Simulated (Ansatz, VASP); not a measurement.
## Hf: VASP beside Ansatz

```
Hf
1.0
     3.24049    0.00000    0.00000
    -1.62025    2.80635    0.00000
     0.00000    0.00000    4.92201
Hf
2
Cartesian
  0.0000 1.8709 1.2305
  1.6202 0.9355 3.6915
```

Alike in both runs: task single point; functional PBEsol; k mesh 18 × 18 × 10; occupations gaussian, width 0.15 eV; no spin polarisation.

```csv
,VASP,Ansatz
version,VASP 6.6.1,Ansatz 0.2.0
potentials or method,"VASP PAW PBE potentials, release 64 (Hf_pv)","scalar-relativistic, plane waves, PAW"
plane-wave cutoff (eV),520,420
valence electrons in the cell,20,52
```

```csv
,VASP,Ansatz,Ansatz less VASP
gap on the k mesh at the Fermi level (eV),none,none,-
pressure (GPa),-3.9,-3.5,+0.37
largest component of the traceless stress (GPa),3.14,3.20,+0.058
```

A gap of «none» marks a metal or a gap that the smearing closes. The two sets of potentials don't hold the same shells in valence.

Caveats: the PAW data sets were made with another functional, which shifts forces and pressure a little (VASP). The runs have no spin-orbit coupling, so splittings on Hf are missing.
